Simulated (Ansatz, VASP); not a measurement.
Ca: VASP beside Ansatz

The input INCAR:

```
ALGO     = Normal         # electronic algorithm
EDIFF    = 1E-7           # SCF threshold, eV
ENCUT    = 520            # plane-wave cutoff, eV
GGA      = PE             # functional
ISIF     = 2              # what is computed and relaxed
ISMEAR   = -1             # smearing method
LASPH    = True           # aspherical terms in the spheres
LCHARG   = True           # write CHGCAR
LELF     = True           # ELF
LREAL    = False          # projectors in reciprocal space
LVHAR    = True         
LWAVE    = False          # write WAVECAR
NBANDS   = 11             # bands
NELM     = 60             # most SCF steps
PREC     = Accurate       # precision mode
SIGMA    = 0.05           # smearing width, eV
```

KPOINTS

```
k-points
0
Gamma
  16 16 16
```

POSCAR

```
Ca
1.0
    0.0000000000      2.7621441815      2.7621441815
    2.7621441815      0.0000000000      2.7621441815
    2.7621441815      2.7621441815      0.0000000000
Ca
1
Direct
    0.0000000000      0.0000000000      0.0000000000
```

Input for Ansatz:

```yaml
crystal:
  lattice:
    - [0.0, 2.7621441815, 2.7621441815]
    - [2.7621441815, 0.0, 2.7621441815]
    - [2.7621441815, 2.7621441815, 0.0]
  atoms:
    - { symbol: Ca, position: [0.0, 0.0, 0.0] }
kpoints:
  mp_grid: { grid: [16, 16, 16] }
scf:
  occupations: { method: fermi_dirac, width: 0.05 }
hamiltonian:
  xc: pbe
  pseudopotentials: { kind: paw }
output:
  forces: true
  stress: true
  eigenvalues: true
```

Alike in both runs: task single point; functional PBE; k mesh 16 × 16 × 16; occupations fermi-dirac, width 0.05 eV; no spin polarisation.

```csv
,VASP,Ansatz
version,VASP 6.6.1,Ansatz 0.2.0
potentials or method,"VASP PAW PBE potentials, release 64 (Ca_sv)","PAW with Ansatz's default frozen-core files, scalar-relativistic"
plane-wave cutoff (eV),520,420
valence electrons in the cell,10,10
```

```tsv
	VASP	Ansatz	Ansatz less VASP
pressure (GPa)	0.0	0.0	-0.01
```
